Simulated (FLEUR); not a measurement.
# Sb (Pm-3m) in FLEUR: a series of runs

Runs on Sb. Level: r2SCAN. Tasks: band structure.

Program: FLEUR MaX-R8.1 (later development tree). These are calculated values, not measurements. Logs are shortened: lines on timing, memory, paths and dates and some standing lists are left out, and cuts for length are marked.

## Step 1: Starting point

It takes space group Pm-3m (No. 221, cubic). The conventional cell has a = 3.160 Å, b = 3.160 Å, c = 3.160 Å, α = 90.00°, β = 90.00°, γ = 90.00°. Sb (site symmetry m-3m) is surrounded by 6 Sb at 3.16 Å.

This isn't the form of Sb at room conditions, which is rhombohedral.

## Step 2: Band structure, r2SCAN

Contents of inp.xml:

```xml
<?xml version="1.0" encoding="UTF-8" standalone="no"?>
<fleurInput fleurInputVersion="0.39">
   <comment>
      Sb                                                                                                  
   </comment>
   <calculationSetup>
      <cutoffs Kmax="4.1" Gmax="12.7" GmaxXC="12.7" numbands="0"/>
      <scfLoop itmax="80" minDistance="0.0001" maxIterBroyd="30" imix="Anderson" alpha="0.05" precondParam="0.0" spinf="2.0" sdNocoIR="T"/>
      <coreElectrons ctail="F" frcor="F" kcrel="0" coretail_lmax="0"/>
      <xcFunctional name="LibXC" relativisticCorrections="F">
         <LibXCName exchange="mgga_x_r2scan" correlation="mgga_c_r2scan"/>
         <AuxGGA exchange="117" correlation="130"/>
      </xcFunctional>
      <magnetism jspins="1"/>
      <soc l_soc="F" theta="0.0" phi="0.0" spav="F"/>
      <expertModes spex="0" secvar="F"/>
      <geometryOptimization l_f="F" forcealpha="1.0" forcemix="BFGS" epsdisp="0.00001" epsforce="0.00001"/>
      <ldaU l_linMix="F" mixParam="0.05" spinf="1.0"/>
   </calculationSetup>
   <cell>
      <bzIntegration valenceElectrons="21.0" mode="hist" fermiSmearingEnergy="0.00183747">
         <kPointListSelection listName="default-1"/>
         <!-- k-points included here -->
         <xi:include xmlns:xi="http://www.w3.org/2001/XInclude" href="kpts.xml"> </xi:include>
      </bzIntegration>
      <!-- symmetry operations included here -->
      <xi:include xmlns:xi="http://www.w3.org/2001/XInclude" href="sym.xml"> </xi:include>
      <bulkLattice scale="1.0">
         <bravaisMatrix>
            <row-1>    5.9715345537360003     0.0000000000000000     0.0000000000000000</row-1>
            <row-2>    0.0000000000000000     5.9715345537360003     0.0000000000000000</row-2>
            <row-3>    0.0000000000000000     0.0000000000000000     5.9715345537360003</row-3>
         </bravaisMatrix>
      </bulkLattice>
   </cell>
   <atomSpecies>
      <species name="Antimony (Sb)" element="Sb" atomicNumber="51">
         <mtSphere radius="2.66" gridPoints="879" logIncrement="0.015"/>
         <atomicCutoffs lmax="10" lnonsphr="10"/>
         <electronConfig flipSpins="F">
            <coreConfig>(1s1/2) (2s1/2) (2p1/2) (2p3/2) (3s1/2) (3p1/2) (3p3/2) (4s1/2) (3d3/2) (3d5/2)</coreConfig>
            <valenceConfig>(4p1/2) (4p3/2) (5s1/2) (4d3/2) (4d5/2) (5p1/2) (5p3/2)</valenceConfig>
            <stateOccupation state="(5p1/2)" spinUp="0.500000" spinDown="0.500000"/>
            <stateOccupation state="(5p3/2)" spinUp="1.000000" spinDown="1.000000"/>
         </electronConfig>
         <energyParameters s="5" p="5" d="5" f="4"/>
         <lo type="SCLO" l="1" n="4" eDeriv="0"/>
         <lo type="SCLO" l="1" n="4" eDeriv="1"/>
         <lo type="SCLO" l="2" n="4" eDeriv="0"/>
         <lo type="SCLO" l="2" n="4" eDeriv="1"/>
         <lo type="SCLO" l="0" n="5" eDeriv="2"/>
         <lo type="SCLO" l="3" n="4" eDeriv="2"/>
      </species>
   </atomSpecies>
   <atomGroups>
      <atomGroup species="Antimony (Sb)">
         <relPos label="                   1">.0000000000 .0000000000 .0000000000</relPos>
         <force calculate="T" relaxXYZ="TTT"/>
      </atomGroup>
   </atomGroups>
   <output dos="F" band="F" slice="F">
      <checks vchk="F" cdinf="F"/>
      <bandDOS minEnergy="-.5*Htr" maxEnergy="0.5*Htr" sigma="0.015" storeEVData="T"/>
      <vacuumDOS vacdos="F" integ="F" star="F" nstars="0" locx1="0.0" locy1="0.0" locx2="0.0" locy2="0.0" nstm="0" tworkf="0.0"/>
      <unfoldingBand unfoldBand="F" supercellX="1" supercellY="1" supercellZ="1"/>
      <plotting iplot="0" polar="F">
         <plot TwoD="T" vec1="  1.0  0.0  0.0" vec2="  0.0  1.0  0.0" vec3="  0.0  0.0  1.0" zero="  0.0  0.0  0.0" file="plot"/>
      </plotting>
      <chargeDensitySlicing numkpt="0" minEigenval="0.0" maxEigenval="0.0" nnne="0" pallst="F"/>
      <specialOutput eonly="F"/>
      <moessbauerParams electricFieldGradient="T" isomerShift="T" coreHyperfine="T" valenceHyperfine="T"/>
      <magneticCircularDichroism mcd="F" energyLo="-10.0" energyUp="0.0"/>
   </output>
  <!-- We include the file relax.xml here to enable relaxations (see documentation) -->
  <xi:include xmlns:xi="http://www.w3.org/2001/XInclude" href="relax.xml"> <xi:fallback/> </xi:include>
</fleurInput>
```

Contents of crystal.txt:

```
Sb
&input cartesian=F /
3.1600000000  0.0000000000  0.0000000000
0.0000000000  3.1600000000  0.0000000000
0.0000000000  0.0000000000  3.1600000000
1.8897261246
1.0 1.0 1.0

1
51 0.0000000000  0.0000000000  0.0000000000

&kpt div1=8 div2=8 div3=8 gamma=T /
```

Contents of inp.xml (bands):

```
<?xml version="1.0" encoding="UTF-8" standalone="no"?>
<fleurInput fleurInputVersion="0.39">
   <comment>
      Sb                                                                                                  
   </comment>
   <calculationSetup>
      <cutoffs Kmax="4.1" Gmax="12.7" GmaxXC="12.7" numbands="0"/>
      <scfLoop itmax="80" minDistance="0.0001" maxIterBroyd="30" imix="Anderson" alpha="0.05" precondParam="0.0" spinf="2.0" sdNocoIR="T"/>
      <coreElectrons ctail="F" frcor="F" kcrel="0" coretail_lmax="0"/>
      <xcFunctional name="LibXC" relativisticCorrections="F">
         <LibXCName exchange="mgga_x_r2scan" correlation="mgga_c_r2scan"/>
         <AuxGGA exchange="117" correlation="130"/>
      </xcFunctional>
      <magnetism jspins="1"/>
      <soc l_soc="F" theta="0.0" phi="0.0" spav="F"/>
      <expertModes spex="0" secvar="F"/>
      <geometryOptimization l_f="F" forcealpha="1.0" forcemix="BFGS" epsdisp="0.00001" epsforce="0.00001"/>
      <ldaU l_linMix="F" mixParam="0.05" spinf="1.0"/>
   </calculationSetup>
   <cell>
      <bzIntegration valenceElectrons="21.0" mode="hist" fermiSmearingEnergy="0.00183747">
         <kPointListSelection listName="path-1"/>
         <!-- k-points included here -->
         <xi:include xmlns:xi="http://www.w3.org/2001/XInclude" href="kpts.xml"> </xi:include>
      </bzIntegration>
      <!-- symmetry operations included here -->
      <xi:include xmlns:xi="http://www.w3.org/2001/XInclude" href="sym.xml"> </xi:include>
      <bulkLattice scale="1.0">
         <bravaisMatrix>
            <row-1>    5.9715345537360003     0.0000000000000000     0.0000000000000000</row-1>
            <row-2>    0.0000000000000000     5.9715345537360003     0.0000000000000000</row-2>
            <row-3>    0.0000000000000000     0.0000000000000000     5.9715345537360003</row-3>
         </bravaisMatrix>
      </bulkLattice>
   </cell>
   <atomSpecies>
      <species name="Antimony (Sb)" element="Sb" atomicNumber="51">
         <mtSphere radius="2.66" gridPoints="879" logIncrement="0.015"/>
         <atomicCutoffs lmax="10" lnonsphr="10"/>
         <electronConfig flipSpins="F">
            <coreConfig>(1s1/2) (2s1/2) (2p1/2) (2p3/2) (3s1/2) (3p1/2) (3p3/2) (4s1/2) (3d3/2) (3d5/2)</coreConfig>
            <valenceConfig>(4p1/2) (4p3/2) (5s1/2) (4d3/2) (4d5/2) (5p1/2) (5p3/2)</valenceConfig>
            <stateOccupation state="(5p1/2)" spinUp="0.500000" spinDown="0.500000"/>
            <stateOccupation state="(5p3/2)" spinUp="1.000000" spinDown="1.000000"/>
         </electronConfig>
         <energyParameters s="5" p="5" d="5" f="4"/>
         <lo type="SCLO" l="1" n="4" eDeriv="0"/>
         <lo type="SCLO" l="1" n="4" eDeriv="1"/>
         <lo type="SCLO" l="2" n="4" eDeriv="0"/>
         <lo type="SCLO" l="2" n="4" eDeriv="1"/>
         <lo type="SCLO" l="0" n="5" eDeriv="2"/>
         <lo type="SCLO" l="3" n="4" eDeriv="2"/>
      </species>
   </atomSpecies>
   <atomGroups>
      <atomGroup species="Antimony (Sb)">
         <relPos label="                   1">.0000000000 .0000000000 .0000000000</relPos>
         <force calculate="T" relaxXYZ="TTT"/>
      </atomGroup>
   </atomGroups>
   <output dos="F" band="T" slice="F">
      <checks vchk="F" cdinf="F"/>
      <bandDOS minEnergy="-.5*Htr" maxEnergy="0.5*Htr" sigma="0.015" storeEVData="T"/>
      <vacuumDOS vacdos="F" integ="F" star="F" nstars="0" locx1="0.0" locy1="0.0" locx2="0.0" locy2="0.0" nstm="0" tworkf="0.0"/>
      <unfoldingBand unfoldBand="F" supercellX="1" supercellY="1" supercellZ="1"/>
      <plotting iplot="0" polar="F">
         <plot TwoD="T" vec1="  1.0  0.0  0.0" vec2="  0.0  1.0  0.0" vec3="  0.0  0.0  1.0" zero="  0.0  0.0  0.0" file="plot"/>
      </plotting>
      <chargeDensitySlicing numkpt="0" minEigenval="0.0" maxEigenval="0.0" nnne="0" pallst="F"/>
      <specialOutput eonly="F"/>
      <moessbauerParams electricFieldGradient="T" isomerShift="T" coreHyperfine="T" valenceHyperfine="T"/>
      <magneticCircularDichroism mcd="F" energyLo="-10.0" energyUp="0.0"/>
   </output>
  <!-- We include the file relax.xml here to enable relaxations (see documentation) -->
  <xi:include xmlns:xi="http://www.w3.org/2001/XInclude" href="relax.xml"> <xi:fallback/> </xi:include>
</fleurInput>
```

Potentials or basis: all-electron, FLAPW.

Launch:

```
inpgen -f crystal.txt -profile fastHighL
# inp.xml edited to the form shown
fleur_MPI
fleur_MPI   # second run, on inp.xml (bands)
```

The log of the run:

```text
Welcome to FLEUR        (www.flapw.de)
      MaX-Release 8.1          (www.max-centre.eu)
 func_ids         498         497         498         497
 MetaGGA potential functional detected - V_tau will be computed
 Auxiliary Potential for radial basis: exchange=         117  correlation=         130
The functional 'Re-regularized SCAN exchange by Furness et al' is an exchange functional, it belongs to the 'MGGA' family and is defined in the reference(s):
[1] J. W. Furness, A. D. Kaplan, J. Ning, J. P. Perdew, and J. Sun.,  J. Phys. Chem. Lett. 11, 8208-8215 (2020)
[2] J. W. Furness, A. D. Kaplan, J. Ning, J. P. Perdew, and J. Sun.,  J. Phys. Chem. Lett. 11, 9248-9248 (2020)
The functional 'Re-regularized SCAN correlation by Furness et al' is a correlation functional, it belongs to the 'MGGA' family and is defined in the reference(s):
[1] J. W. Furness, A. D. Kaplan, J. Ning, J. P. Perdew, and J. Sun.,  J. Phys. Chem. Lett. 11, 8208-8215 (2020)
[2] J. W. Furness, A. D. Kaplan, J. Ning, J. P. Perdew, and J. Sun.,  J. Phys. Chem. Lett. 11, 9248-9248 (2020)
 Using same functional for VXC and EXC

 ========== k-point set info ==========
 Selected k-point list: default-1
 k-point list type: mesh
 8 x 8 x 8
 Number of k points: 35

 ------------Calculation Setup---------------------------
 Number of MPI-tasks      :            1
 Number of PE/node        :            1
 Number of OMP-threads    :            1
 Most efficient MPI parallelization for:
           1           5           7          35
 Additional eigenvalue parallelization possible
 Number of basis functions:          322
 Approximate size of matrices (H+S) per k-point:         0.002 GB
 --------------------------------------------------------
The functional 'Hammer, Hansen, and Norskov' is an exchange functional, it belongs to the 'GGA' family and is defined in the reference(s):
[... 6 lines left out ...]
 Reset of history
 Reset of history
 Iteration:     1   Distance:      23.70608474 me/bohr^3
The functional 'Hammer, Hansen, and Norskov' is an exchange functional, it belongs to the 'GGA' family and is defined in the reference(s):
[1] B. Hammer, L. B. Hansen, and J. K. Nørskov.,  Phys. Rev. B 59, 7413 (1999)
The functional 'Perdew, Burke & Ernzerhof' is a correlation functional, it belongs to the 'GGA' family and is defined in the reference(s):
[1] J. P. Perdew, K. Burke, and M. Ernzerhof.,  Phys. Rev. Lett. 77, 3865 (1996)
[2] J. P. Perdew, K. Burke, and M. Ernzerhof.,  Phys. Rev. Lett. 78, 1396 (1997)
 Using same functional for VXC and EXC
 Iteration:     2   Distance:      22.42790658 me/bohr^3
The functional 'Hammer, Hansen, and Norskov' is an exchange functional, it belongs to the 'GGA' family and is defined in the reference(s):
[1] B. Hammer, L. B. Hansen, and J. K. Nørskov.,  Phys. Rev. B 59, 7413 (1999)
The functional 'Perdew, Burke & Ernzerhof' is a correlation functional, it belongs to the 'GGA' family and is defined in the reference(s):
[1] J. P. Perdew, K. Burke, and M. Ernzerhof.,  Phys. Rev. Lett. 77, 3865 (1996)
[2] J. P. Perdew, K. Burke, and M. Ernzerhof.,  Phys. Rev. Lett. 78, 1396 (1997)
 Using same functional for VXC and EXC
 Iteration:     3   Distance:      21.29447637 me/bohr^3
The functional 'Hammer, Hansen, and Norskov' is an exchange functional, it belongs to the 'GGA' family and is defined in the reference(s):
[1] B. Hammer, L. B. Hansen, and J. K. Nørskov.,  Phys. Rev. B 59, 7413 (1999)
The functional 'Perdew, Burke & Ernzerhof' is a correlation functional, it belongs to the 'GGA' family and is defined in the reference(s):
[1] J. P. Perdew, K. Burke, and M. Ernzerhof.,  Phys. Rev. Lett. 77, 3865 (1996)
[2] J. P. Perdew, K. Burke, and M. Ernzerhof.,  Phys. Rev. Lett. 78, 1396 (1997)
 Using same functional for VXC and EXC
 Iteration:     4   Distance:       0.49492539 me/bohr^3
The functional 'Hammer, Hansen, and Norskov' is an exchange functional, it belongs to the 'GGA' family and is defined in the reference(s):
[1] B. Hammer, L. B. Hansen, and J. K. Nørskov.,  Phys. Rev. B 59, 7413 (1999)
The functional 'Perdew, Burke & Ernzerhof' is a correlation functional, it belongs to the 'GGA' family and is defined in the reference(s):
[1] J. P. Perdew, K. Burke, and M. Ernzerhof.,  Phys. Rev. Lett. 77, 3865 (1996)
[2] J. P. Perdew, K. Burke, and M. Ernzerhof.,  Phys. Rev. Lett. 78, 1396 (1997)
 Using same functional for VXC and EXC
 Iteration:     5   Distance:       0.23395342 me/bohr^3
The functional 'Hammer, Hansen, and Norskov' is an exchange functional, it belongs to the 'GGA' family and is defined in the reference(s):
[... 25 lines left out ...]
 Using same functional for VXC and EXC
 Iteration:     9   Distance:       0.00257022 me/bohr^3
The functional 'Hammer, Hansen, and Norskov' is an exchange functional, it belongs to the 'GGA' family and is defined in the reference(s):
[1] B. Hammer, L. B. Hansen, and J. K. Nørskov.,  Phys. Rev. B 59, 7413 (1999)
The functional 'Perdew, Burke & Ernzerhof' is a correlation functional, it belongs to the 'GGA' family and is defined in the reference(s):
[1] J. P. Perdew, K. Burke, and M. Ernzerhof.,  Phys. Rev. Lett. 77, 3865 (1996)
[2] J. P. Perdew, K. Burke, and M. Ernzerhof.,  Phys. Rev. Lett. 78, 1396 (1997)
 Using same functional for VXC and EXC
 Iteration:    10   Distance:       0.00013178 me/bohr^3
The functional 'Hammer, Hansen, and Norskov' is an exchange functional, it belongs to the 'GGA' family and is defined in the reference(s):
[1] B. Hammer, L. B. Hansen, and J. K. Nørskov.,  Phys. Rev. B 59, 7413 (1999)
The functional 'Perdew, Burke & Ernzerhof' is a correlation functional, it belongs to the 'GGA' family and is defined in the reference(s):
[1] J. P. Perdew, K. Burke, and M. Ernzerhof.,  Phys. Rev. Lett. 77, 3865 (1996)
[2] J. P. Perdew, K. Burke, and M. Ernzerhof.,  Phys. Rev. Lett. 78, 1396 (1997)
 Using same functional for VXC and EXC
 Iteration:    11   Distance:       0.00012119 me/bohr^3
The functional 'Hammer, Hansen, and Norskov' is an exchange functional, it belongs to the 'GGA' family and is defined in the reference(s):
[1] B. Hammer, L. B. Hansen, and J. K. Nørskov.,  Phys. Rev. B 59, 7413 (1999)
The functional 'Perdew, Burke & Ernzerhof' is a correlation functional, it belongs to the 'GGA' family and is defined in the reference(s):
[1] J. P. Perdew, K. Burke, and M. Ernzerhof.,  Phys. Rev. Lett. 77, 3865 (1996)
[2] J. P. Perdew, K. Burke, and M. Ernzerhof.,  Phys. Rev. Lett. 78, 1396 (1997)
 Using same functional for VXC and EXC
 Iteration:    12   Distance:       0.00002027 me/bohr^3

 ********************************************************************
 Run finished successfully
 Stop message:
   all done
 ********************************************************************
```

It took 21 s on 1 thread of Arm Neoverse V1, shared host; peak memory 0.08 GiB.

What came out:

```yaml
Free_energy: -176428.7124 eV
Band_gap_along_the_path: none (metal or under the smearing width)
Valence_electrons_inside_the_program's_atomic_spheres: Sb 19.03 (radii Sb 2.66 bohr)
```

Levels at the corners of the path, in eV from the Fermi level:
| point | band 9 | band 10 | band 11 | band 12 | band 13 | band 14 |
| --- | --- | --- | --- | --- | --- | --- |
| Γ | -12.49 | 3.34 | 3.34 | 3.34 | 7.44 | 7.44 |
| X | -10.12 | -5.43 | 5.28 | 5.28 | 9.67 | 11.13 |
| M | -7.59 | -3.48 | -3.48 | 2.74 | 7.26 | 13.91 |
| Γ | -12.49 | 3.34 | 3.34 | 3.34 | 7.44 | 7.44 |
| R | -4.75 | -1.64 | -1.64 | -1.64 | 5.38 | 5.38 |
| X | -10.12 | -5.43 | 5.28 | 5.28 | 9.67 | 11.13 |
| M | -7.59 | -3.48 | -3.48 | 2.74 | 7.26 | 13.91 |
| R | -4.75 | -1.64 | -1.64 | -1.64 | 5.38 | 5.38 |

Core levels (eV from the Fermi level):
```tsv
atom	levels
1 Sb	1s1/2 -30282.8, 2s1/2 -4603.0, 2p1/2 -4305.4, 2p3/2 -4053.6, 3s1/2 -898.9, 3p1/2 -777.4, 3p3/2 -730.9, 4s1/2 -144.2, 3d3/2 -516.6, 3d5/2 -506.9
```

Caveat: the meta-GGA is that of a development version, with a GGA for the radial functions and cores and without core tails; spin-orbit coupling is left out, which moves the levels of the heavy elements.

## Step 3: Band structure, r2SCAN, spin-orbit coupling, no magnetisation

inp.xml, as its differences from that of step 2:

```diff
@@ -6,3 +6,3 @@
    <calculationSetup>
-      <cutoffs Kmax="4.1" Gmax="12.7" GmaxXC="12.7" numbands="0"/>
+      <cutoffs Kmax="4.1" Gmax="12.7" GmaxXC="12.7" numbands="all"/>
       <scfLoop itmax="80" minDistance="0.0001" maxIterBroyd="30" imix="Anderson" alpha="0.05" precondParam="0.0" spinf="2.0" sdNocoIR="T"/>
@@ -14,3 +14,3 @@
       <magnetism jspins="1"/>
-      <soc l_soc="F" theta="0.0" phi="0.0" spav="F"/>
+      <soc l_soc="T" theta="0.0" phi="0.0" spav="F"/>
       <expertModes spex="0" secvar="F"/>
```

crystal.txt, as its differences from that of step 2:

```diff
@@ -11,2 +11,3 @@
 
-&kpt div1=8 div2=8 div3=8 gamma=T /
+&soc 0.0 0.0 /
+&kpt div1=6 div2=6 div3=6 gamma=T /
```

inp.xml (bands), as its differences from that of step 2:

```diff
@@ -6,3 +6,3 @@
    <calculationSetup>
-      <cutoffs Kmax="4.1" Gmax="12.7" GmaxXC="12.7" numbands="0"/>
+      <cutoffs Kmax="4.1" Gmax="12.7" GmaxXC="12.7" numbands="all"/>
       <scfLoop itmax="80" minDistance="0.0001" maxIterBroyd="30" imix="Anderson" alpha="0.05" precondParam="0.0" spinf="2.0" sdNocoIR="T"/>
@@ -14,3 +14,3 @@
       <magnetism jspins="1"/>
-      <soc l_soc="F" theta="0.0" phi="0.0" spav="F"/>
+      <soc l_soc="T" theta="0.0" phi="0.0" spav="F"/>
       <expertModes spex="0" secvar="F"/>
```

Potentials or basis: all-electron, FLAPW.

Launch:

```
inpgen -f crystal.txt -profile fastHighL
# inp.xml edited to the form shown
fleur_MPI
fleur_MPI   # second run, on inp.xml (bands)
```

Wall time 8 min (1 thread of Arm Neoverse V1, shared host); peak memory 0.23 GiB.

Results (log left out):

```
Free energy                                           : -176429.0982 eV
Band gap along the path                               : none (metal or under the smearing width)
Valence electrons inside the program's atomic spheres : Sb 19.04 (radii Sb 2.66 bohr)
```

Levels at the corners of the path, in eV from the Fermi level:
```
point  band 18  band 19  band 20  band 21  band 22  band 23  band 24  band 25  band 26  band 27
    Γ   -12.76     2.50     2.50     3.36     3.36     3.36     3.36     7.17     7.17     7.17
    X   -10.38    -5.70    -5.70     4.66     4.66     5.37     5.37     9.41     9.41    10.87
    M    -7.85    -3.95    -3.95    -3.55    -3.55     2.46     2.46     7.01     7.01    13.60
    Γ   -12.76     2.50     2.50     3.36     3.36     3.36     3.36     7.17     7.17     7.17
    R    -5.01    -2.37    -2.37    -1.67    -1.67    -1.67    -1.67     5.09     5.09     5.09
    X   -10.38    -5.70    -5.70     4.66     4.66     5.37     5.37     9.41     9.41    10.87
    M    -7.85    -3.95    -3.95    -3.55    -3.55     2.46     2.46     7.01     7.01    13.60
    R    -5.01    -2.37    -2.37    -1.67    -1.67    -1.67    -1.67     5.09     5.09     5.09
```

Core levels (eV from the Fermi level):
```csv
atom,levels
1 Sb,"1s1/2 -30283.1, 2s1/2 -4603.3, 2p1/2 -4305.7, 2p3/2 -4053.9, 3s1/2 -899.2, 3p1/2 -777.7, 3p3/2 -731.2, 4s1/2 -144.4, 3d3/2 -516.9, 3d5/2 -507.2"
```

Caveat: the meta-GGA is that of a development version, with a GGA for the radial functions and cores and without core tails.
